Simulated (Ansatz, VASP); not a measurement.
# BP: VASP beside Ansatz

Contents of INCAR:

```
ALGO     = Normal         # electronic algorithm
EDIFF    = 1E-6           # SCF threshold, eV
ENCUT    = 520            # plane-wave cutoff, eV
ISIF     = 2              # what is computed and relaxed
ISMEAR   = -1             # smearing method
LASPH    = True           # aspherical terms in the spheres
LCHARG   = False          # write CHGCAR
LREAL    = False          # projectors in reciprocal space
LWAVE    = False          # write WAVECAR
NBANDS   = 11             # bands
NELM     = 100            # most SCF steps
PREC     = Accurate       # precision mode
SIGMA    = 0.05           # smearing width, eV
```

Contents of KPOINTS:

```
k-points
0
Gamma
  15 15 15
```

Contents of POSCAR:

```
BP
1.0
    0.0000000000      2.2226808807      2.2226808807
    2.2226808807      0.0000000000      2.2226808807
    2.2226808807      2.2226808807      0.0000000000
B P
1 1
Direct
    0.0000000000      0.0000000000      0.0000000000
    0.7500000000      0.7500000000      0.7500000000
```

Input for Ansatz:

```yaml
crystal:
  lattice:
    - [0.0, 2.2226808807, 2.2226808807]
    - [2.2226808807, 0.0, 2.2226808807]
    - [2.2226808807, 2.2226808807, 0.0]
  atoms:
    - { symbol: B, position: [0.0, 0.0, 0.0] }
    - { symbol: P, position: [0.75, 0.75, 0.75] }
kpoints:
  mp_grid: { grid: [15, 15, 15] }
  band_path:
    path:
      - [0.0, 0.0, 0.0]
      - [-0.5, -0.5, 0.0]
      - [-0.375, -0.375, 0.25]
      - [-0.375, 0.0, 0.375]
      - [0.0, 0.0, 0.0]
      - [0.0, 0.0, 0.5]
      - [-0.5, -0.25, 0.25]
      - [-0.5, -0.5, 0.0]
    npoints: 5
scf:
  occupations: { method: fermi_dirac, width: 0.05 }
hamiltonian:
  xc: lda
  pseudopotentials: { kind: all_electron, lapw: { basis_error: 0.001 } }
output:
  forces: true
  stress: true
  eigenvalues: true
```

Change from the starting cell: volume scaled by 0.94.

Alike in both runs: task single point; functional LDA; k mesh 15 × 15 × 15; occupations fermi-dirac, width 0.05 eV; no spin polarisation.

|  | VASP | Ansatz |
| --- | --- | --- |
| version | VASP 6.6.1 | Ansatz 0.2.0 |
| potentials or method | VASP PAW LDA potentials, release 64 (B, P) | all-electron LAPW, scalar-relativistic |
| plane-wave cutoff (eV) | 520 | see its input |

Ansatz gave:

- pressure (GPa): 5.6

Question: Estimate VASP's values.

Answer: Pressure (GPa): 5.5.

Ansatz ran all-electron here, so the differences hold the error of VASP's frozen core and of both bases.

Caveats: an odd mesh through Γ misses points on the zone boundary, where band edges often lie.
